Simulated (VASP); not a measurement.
Write the native input for VASP 6.6.1 that does the following.

* Task: G0W0 quasiparticle levels
* Functional: PBE
* Potentials or basis: VASP PAW PBE potentials, release 64 (In_d_GW, P_GW)
* Cutoff: 520 eV
* k mesh: 5 × 5 × 5
* Occupations: gaussian, width 0.01 eV
* Spin: no spin polarisation
* GW scheme: G0W0
* GW iterations: 1
* Cutoff of the response function: 260
* Empty bands: 301
* Frequency points: 72
* Further INCAR settings: ALGO = EVGW0; EDIFF = 1e-08; NBANDS = 310

Crystal: InP.

```xyz
2
Lattice="0.0000 2.9305 2.9305 2.9305 0.0000 2.9305 2.9305 2.9305 0.0000" Properties=species:S:1:pos:R:3 pbc="T T T"
In    0.0000    0.0000    0.0000
P     4.3957    4.3957    4.3957
```

The input as run:

POSCAR

```
InP
1.0
    0.0000000000      2.9305000000      2.9305000000
    2.9305000000      0.0000000000      2.9305000000
    2.9305000000      2.9305000000      0.0000000000
In P
1 1
Direct
    0.0000000000      0.0000000000      0.0000000000
    0.7500000000      0.7500000000      0.7500000000
```

INCAR.step1

```
  PREC = Accurate
  ENCUT = 520
  EDIFF = 1E-8
  ISMEAR = 0
  SIGMA = 0.01
  LREAL = F
  LASPH = T
  NELM = 60
  ALGO = Normal
  LWAVE = T
  LCHARG = F
  GGA = PE
```

INCAR.step2

```
  PREC = Accurate
  ENCUT = 520
  EDIFF = 1E-8
  ISMEAR = 0
  SIGMA = 0.01
  LREAL = F
  LASPH = T
  NELM = 1
  ALGO = Exact
  LWAVE = T
  LCHARG = F
  GGA = PE
  NBANDS = 310
  LOPTICS = T
  ISTART = 1
```

INCAR.step3

```
  PREC = Accurate
  ENCUT = 520
  EDIFF = 1E-8
  ISMEAR = 0
  SIGMA = 0.01
  LREAL = F
  LASPH = T
  ALGO = EVGW0
  LWAVE = F
  LCHARG = F
  GGA = PE
  NELMGW = 1
  NBANDS = 310
  ENCUTGW = 260
  NOMEGA = 72
  PRECFOCK = Fast
  ISTART = 1
  NBANDSGW = 17
```

KPOINTS

```
Automatic mesh
0
Gamma
  5 5 5
```

Potentials or basis: VASP PAW PBE potentials, release 64 (In_d_GW, P_GW).

Command:

```sh
$ cat potpaw_PBE.64/In_d_GW/POTCAR potpaw_PBE.64/P_GW/POTCAR > POTCAR
$ cp INCAR.step1 INCAR
$ mpirun -np 1 vasp_std > vasp.out
$ cp INCAR.step2 INCAR
$ mpirun -np 1 vasp_std > vasp.out
$ cp INCAR.step3 INCAR
$ mpirun -np 1 vasp_std > vasp.out
```

Results of the run:

| Quantity | Value |
| --- | --- |
| Band gap on the k mesh, mean-field level | 0.70 eV, direct |
| Quasiparticle gap | 1.26 eV |
| Least direct quasiparticle gap | 1.26 eV |

Caveat: bands, screening cutoff and mesh are small and nothing is extrapolated, so the quasiparticle values aren't converged; spin-orbit coupling is left out, which moves the levels of the heavy elements.

Run time: 22 min on 1 thread of Intel(R) Xeon(R) 6975P-C (Granite Rapids), with other jobs on the host, peak memory 1.8 GiB.
